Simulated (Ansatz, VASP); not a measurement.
Two plane-wave programs on Zr

The input INCAR:

```
SYSTEM = Zr
PREC = Accurate ; ENCUT = 520
EDIFF = 1E-6 ; ISMEAR = -1
SIGMA = 0.1 ; LREAL = .False.
LASPH = .True. ; NELM = 60
ALGO = Normal ; ISIF = 2
LWAVE = .False. ; LCHARG = .True.
GGA = RE ; LELF = .True.
LVHAR = .True. ; NBANDS = 12
```

KPOINTS

```
Automatic mesh
0
Gamma
  12 12 12
  0 0 0
```

File POSCAR:

```
Zr
1.0
    2.8940530402      0.0000000000      0.0000000000
    0.0000000000      2.8940530402      0.0000000000
    0.0000000000      0.0000000000      2.8940530402
Zr
1
Direct
    0.0000000000      0.0000000000      0.0000000000
```

Input for Ansatz:

```yaml
crystal:
  lattice:
    - [2.8940530402, 0.0, 0.0]
    - [0.0, 2.8940530402, 0.0]
    - [0.0, 0.0, 2.8940530402]
  atoms:
    - { symbol: Zr, position: [0.0, 0.0, 0.0] }
hamiltonian:
  xc: revpbe
  pseudopotentials:
    kind: paw
    azcp:
      Zr: "pseudopotentials/Zr.paw.azcp"
basis:
  ecutwfc: 420
  fft_grid_basis: typed
kpoints:
  mp_grid: { grid: [12, 12, 12], shift: [0, 0, 0] }
magnetization:
  spin_polarized: false
scf:
  occupations: { method: fermi_dirac, width: 0.1 }
  lower_state_search: "off"
output:
  stress: true
  write_density: true
  write_potential: true
  elf: true
  volumetric_format: npy
```

Alike in both runs: task single point; functional revPBE; k mesh 12 × 12 × 12; occupations fermi-dirac, width 0.1 eV; no spin polarisation.

|  | VASP | Ansatz |
| --- | --- | --- |
| version | VASP 6.6.1 | Ansatz 0.2.0 |
| potentials or method | VASP PAW PBE potentials, release 64 (Zr_sv) | plane waves (420 eV) with PAW, scalar-relativistic |
| plane-wave cutoff (eV) | 520 | 420 |
| valence electrons in the cell | 12 | 12 |

```csv
,VASP,Ansatz,Ansatz less VASP
pressure (GPa),3.1,3.1,-0.05
```

Caveats: the PAW data sets were made with another functional, which shifts forces and pressure a little (VASP).
